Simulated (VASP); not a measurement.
Al, 6 atoms in the cell. The cell holds a slab with vacuum, 6 atoms: a = 2.817 Å, b = 2.817 Å, c = 26.502 Å, α = 90.00°, β = 90.00°, γ = 120.00°. The slab is cut from a database's or a generator's crystal, which needn't be the stable form of the element.

* Program: VASP 6.6.1
* Task: single point
* Functional: LDA
* Potentials or basis: VASP PAW LDA potentials, release 64 (Al)
* Cutoff: 520 eV
* k mesh: 15 × 15 × 1
* Occupations: methfessel-paxton, width 0.1 eV
* Spin: no spin polarisation
* Dipole correction: yes
* Further INCAR settings: ALGO = Normal; EDIFF = 1e-06

Potentials or basis: VASP PAW LDA potentials, release 64 (Al).

Launch:

```console
$ cat potpaw_LDA.64/Al/POTCAR > POTCAR
$ mpirun -np 2 vasp_std > vasp.out
```

Hardware: 2 MPI ranks on Intel(R) Xeon(R) Platinum 8259CL CPU @ 2.50GHz (Skylake/Cascade Lake), on a shared host.

Task: How long does it take, and how much memory?

Result: Wall time 44 s on 2 MPI ranks on Intel(R) Xeon(R) Platinum 8259CL CPU @ 2.50GHz (Skylake/Cascade Lake), with other jobs on the host, peak memory 0.25 GiB a rank. Counts: scf iterations 22, k points 27.
